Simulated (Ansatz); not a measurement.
Runs of Ansatz 0.2.0 on As. Symmetry: Pm-3m, No. 221, cubic system. The conventional cell has a = 2.704 Å, b = 2.704 Å, c = 2.704 Å, α = 90.00°, β = 90.00°, γ = 90.00°. As (site symmetry m-3m) is surrounded by 6 As at 2.70 Å. This isn't the form of As at room conditions, which is rhombohedral.

```tsv
task	level	spin	cell	k mesh	cutoff (eV)	smearing	points for each segment of the path	gap on the mesh (eV)	pressure (GPa)	relaxed volume (Å³/atom)
band structure	revPBE	off	as given	10 × 10 × 10	420	fermi-dirac 0.05 eV	14	none	(b)	-
relaxation of cell and atoms	LDA	off	relaxed	10 × 10 × 10	420	fermi-dirac 0.05 eV	-	none	0.0	19.06
relaxation of cell and atoms	BLYP	off	relaxed	10 × 10 × 10	420	fermi-dirac 0.05 eV	-	none	0.0	21.96
band structure	LDA	SOC, no magnetisation	as given	7 × 7 × 7	420	fermi-dirac 0.05 eV	14	none	(a)	-
relaxation of cell and atoms	RPBE	off	relaxed	10 × 10 × 10	420	fermi-dirac 0.05 eV	-	none	0.0	20.69
band structure	RPBE	off	as given	10 × 10 × 10	420	fermi-dirac 0.05 eV	14	none	(d)	-
relaxation of cell and atoms	revPBE	off	relaxed	10 × 10 × 10	420	fermi-dirac 0.05 eV	-	none	0.0	(c)
band structure	r2SCAN	off	as given	10 × 10 × 10	500	fermi-dirac 0.05 eV	14	none	-0.2	-
single point	PBE	off	as given	10 × 10 × 10	420	gaussian 0.012 eV	-	none	2.3	-
band structure	PBEsol	off	as given	10 × 10 × 10	420	fermi-dirac 0.05 eV	14	none	-1.6	-
band structure	BLYP	off	as given	10 × 10 × 10	420	fermi-dirac 0.05 eV	14	none	8.6	-
relaxation of cell and atoms	PBEsol	off	relaxed	10 × 10 × 10	420	fermi-dirac 0.05 eV	-	none	0.0	19.42
```

Alike in all rows: potentials or basis Ansatz PAW.

Q: Fill in the values left out.

A: (a) -2.8; (b) 3.4; (c) 20.57; (d) 3.8.

Caveats: the PAW data sets come from PBE, with cores solved anew for the run's functional, which leaves a small shift of forces and pressure (some runs); the plane-wave basis is chosen anew once the cell has moved, so the energies of steps on either side of that aren't comparable (some runs).

A k mesh can miss the band edges, and rows without SOC leave out spin-orbit coupling on As.

A gap of «none» marks a metal or a gap under the smearing width.
